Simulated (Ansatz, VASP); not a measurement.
**One calculation of WS2 (Tungstenite), two programs**

```
CELL_PARAMETERS angstrom
1.57900 0.91164 6.16333
-1.57900 0.91164 6.16333
0.00000 -1.82327 6.16333
ATOMIC_POSITIONS crystal
W 0.98702 0.01091 0.00837
S 0.58570 0.58146 0.57252
S 0.74750 0.73998 0.77082
```

Change from the starting cell: atoms moved at random, drawn with an rms of 0.05 Å.

Alike in both runs: task single point; functional PBEsol; k mesh 10 × 10 × 10; occupations fermi-dirac, width 0.05 eV; no spin polarisation.

|  | VASP | Ansatz |
| --- | --- | --- |
| version | VASP 6.6.1 | Ansatz 0.2.0 |
| potentials or method | VASP PAW PBE potentials, release 64 (W_sv, S) | Ansatz PAW |
| plane-wave cutoff (eV) | 520 | 420 |
| valence electrons in the cell | 26 | 26 |

```csv
,VASP,Ansatz,Ansatz less VASP
gap on the k mesh at the Fermi level (eV),0.95,0.93,-0.018
least direct gap on the mesh (eV),2.07,2.06,-0.014
pressure (GPa),-3.5,-3.6,-0.11
largest component of the traceless stress (GPa),3.03,3.02,-0.007
rms of the force components (eV/Å),0.756,0.758,+0.0019
```

Atom by atom the forces differ by 0.009 eV/Å (rms over components). With one functional, cell and mesh, what is left measures potentials, basis and numerics.

Caveats: spin-orbit coupling is left out, which moves the levels of the heavy elements; the PAW data sets were made with another functional, which shifts forces and pressure a little (VASP); the PAW data sets come from PBE, with cores solved anew for the run's functional, which leaves a small shift of forces and pressure (Ansatz). A k mesh can miss the band edges.
